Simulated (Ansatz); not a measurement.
Pressure against volume: CoSi$_{2}$

```yaml
crystal:
  lattice:
    - [0.00000, 2.68250, 2.68250]
    - [2.68250, 0.00000, 2.68250]
    - [2.68250, 2.68250, 0.00000]
  atoms:
    - { symbol: Co, position: [0.00000, 0.00000, 0.00000] }
    - { symbol: Si, position: [0.25000, 0.25000, 0.25000] }
    - { symbol: Si, position: [0.75000, 0.75000, 0.75000] }
```

The cell is COD entry 1008148, as deposited and not checked against the literature; nothing was relaxed.

Methods: DFT, PBE, all-electron LAPW, scalar-relativistic (Ansatz 0.2.0); DFT, PBE, PAW with Ansatz's default frozen-core files, scalar-relativistic (Ansatz 0.2.0).

For LAPW: a Γ-centred 11×11×11 k mesh, Fermi–Dirac smearing of 0.05 eV, basis error target 1 meV/atom, spin-polarised from start moments Co1 2 μB (the moments died away, and the run ended non-magnetic). PAW takes a cutoff of 420 eV at this cell. The Ansatz runs share mesh, smearing and spin set-up. Plane-wave (PAW) pressures include the program's estimate of the Pulay term.

The cell above is scaled evenly, with fractional coordinates and shape held.

```
V/V(cell)  V (Å³/atom)  P, LAPW (GPa)  P, PAW (GPa)
   0.9400       12.096              ?             ?
   0.9600       12.354           7.41          7.36
   0.9800       12.611           3.24          3.19
   0.9900       12.740           1.32          1.27
   1.0000       12.869          -0.49         -0.55
   1.0100       12.997          -2.21         -2.27
   1.0200       13.126          -3.83         -3.89
   1.0400       13.383          -6.82         -6.87
   1.0600       13.641          -9.48         -9.53
```

(1) Fill in the row V/V(cell) = 0.9400.

(2) What do Birch–Murnaghan fits to the pressures give?

Results:

(1) P, LAPW (GPa) = 12.08, P, PAW (GPa) = 12.03.

(2) LAPW: V0 = 12.83 Å³/atom, B0 = 179 GPa, B0′ = 4.6; PAW: V0 = 12.83 Å³/atom, B0 = 179 GPa, B0′ = 4.6.
